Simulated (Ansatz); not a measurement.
CaO: do energies and stresses tell the same story?

The calculation used Ansatz 0.2.0, DFT PBE, scalar-relativistic, plane waves, PAW.

Plane waves to 420 eV, a k mesh through Γ of 8×8×8 on the computed 2-atom cell and Gaussian smearing (0.02 eV); no spin polarisation.

Relaxed cell: Fm-3m, a = 4.830 Å, b = 4.830 Å, c = 4.830 Å, α = 90.00°, β = 90.00°, γ = 90.00°, 2 atoms in the primitive cell.

Energies at zero smearing and pressures from the stress tensor, at volumes with shape and atoms relaxed:
```tsv
V (Å³/atom)	E − E(first) (meV/atom)	P (GPa)
12.396	0.00	17.88
12.818	-39.53	12.27
13.241	-65.46	7.52
13.663	-79.81	3.48
14.086	-84.37	0.05
14.508	-80.52	-2.88
14.931	-69.59	-5.38
15.494	-45.62	-8.14
```

**Question.** Check P = −dE/dV between neighbouring volumes, and get the bulk modulus from the pressures alone.

**Answer.** With 1 eV/Å³ = 160.2 GPa:
| middle V (Å³/atom) | −ΔE/ΔV (GPa) | mean P (GPa) |
| --- | --- | --- |
| 12.607 | 14.987 | 15.076 |
| 13.029 | 9.830 | 9.899 |
| 13.452 | 5.441 | 5.503 |
| 13.875 | 1.729 | 1.765 |
| 14.297 | -1.461 | -1.418 |
| 14.720 | -4.143 | -4.130 |
| 15.213 | -6.815 | -6.759 |

The two differ by 0.09 GPa at most. The mean of two end pressures misses the average over a step by about ΔV² P″/12, up to 0.08 GPa here; with that taken off 0.02 GPa remains. Around V = 14.086 Å³/atom, the two neighbours give B = −V ΔP/ΔV = 14.086 × 6.37 / 0.845 = 106.1 GPa, against B0 = 105.4 GPa from the Birch–Murnaghan fit of the energies.